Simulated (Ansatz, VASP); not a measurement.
# Two plane-wave programs on CdSe

```xyz
4
Lattice="4.0728 0.0000 0.0000 -2.0364 3.5271 0.0000 0.0000 0.0000 6.7036" Properties=species:S:1:pos:R:3 pbc="T T T"
Cd    0.0000    0.0000    0.0000
Cd    0.0000    0.0000    3.3518
Se    0.0000    2.3514    5.0277
Se    2.0364    1.1757    1.6759
```

Alike in both runs: task relaxation of cell and atoms; functional PBE; k mesh 12 × 12 × 8; occupations gaussian, width 0.1 eV; no spin polarisation.

|  | VASP | Ansatz |
| --- | --- | --- |
| version | VASP 6.6.1 | Ansatz 0.2.0 |
| potentials or method | VASP PAW PBE potentials, release 64 (Cd, Se) | scalar-relativistic, plane waves, PAW |
| plane-wave cutoff (eV) | 600 | 420 |
| valence electrons in the cell | 36 | 72 |

VASP gave:

- gap on the k mesh at the Fermi level, each at its own relaxed structure (eV): none
- relaxed volume (Å³/atom): 24.03
- relaxed cell length with the largest relative difference (Å): 4.070

**Question.** What did Ansatz give for the same quantities?

**Answer.** gap on the k mesh at the Fermi level, each at its own relaxed structure (eV): none; relaxed volume (Å³/atom): 23.94; relaxed cell length with the largest relative difference (Å): 4.063.

A gap of «none» marks a metal or a gap that the smearing closes. The two sets of potentials don't hold the same shells in valence.
